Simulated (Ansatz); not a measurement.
The alloy C–Si on the diamond lattice, x the share of Si, all cells relaxed with r2SCAN in Ansatz. The cells were built from prototypes, so some may not be known phases; spin polarisation is off.

End members: C (x = 0) with 5.64 Å³ an atom and an HSE06 gap of 5.30 eV (Γ → Γ–X (0.73)); Si (x = 1) with 20.17 Å³ and 1.14 eV (Γ → Γ–X (0.84)). An ordered cell: CSi (R-3m, 4 atoms, x = 0.500).

Question: What volume does Vegard's law give at x = 0.500, and how far is the ordered cell from it?

Answer: Lengths go as V^(1/3): 1.7800 and 2.7221 Å at the ends, so (1 − x) × 1.7800 + x × 2.7221 = 2.2511 Å and V = 11.41 Å³ an atom. The relaxed cell has 10.95 Å³, -4.0 % from Vegard's value.

Question: The HSE06 gap of that cell is 1.26 eV (Γ → F). What bowing does it imply?

Answer: The straight line gives (1 − x) × 5.30 + x × 1.14 = 3.220 eV, so b = (3.220 − 1.26)/(x(1 − x)) = +1.960/0.2500 = 7.84 eV. The ends have their edges at different points, so this b mixes valleys. It belongs to this ordering; a random alloy can bow more or less.

Question: Use that b to estimate the gap at x = 0.167.

Answer: E_g ≈ 4.61 − 7.84 × 0.1389 = 3.52 eV. The ordered cell SiC5 (P3m1, 6 atoms, x = 0.167) has 2.32 eV, -1.20 eV from the estimate; orderings and meshes differ from cell to cell.

Question: Use that b to estimate the gap at x = 0.250.

Answer: E_g ≈ 4.26 − 7.84 × 0.1875 = 2.79 eV. The ordered cell SiC3 (R3m, 4 atoms, x = 0.250) has 2.49 eV, -0.30 eV from the estimate; orderings and meshes differ from cell to cell.

Where an edge lies off the special points, it is a point of the mesh or the k point where a search put PBE's edge or least direct gap, reused for the other functionals, whose own edges may lie a little apart.

The meshes of the hybrids are coarse, so their gaps aren't converged to the digits shown.
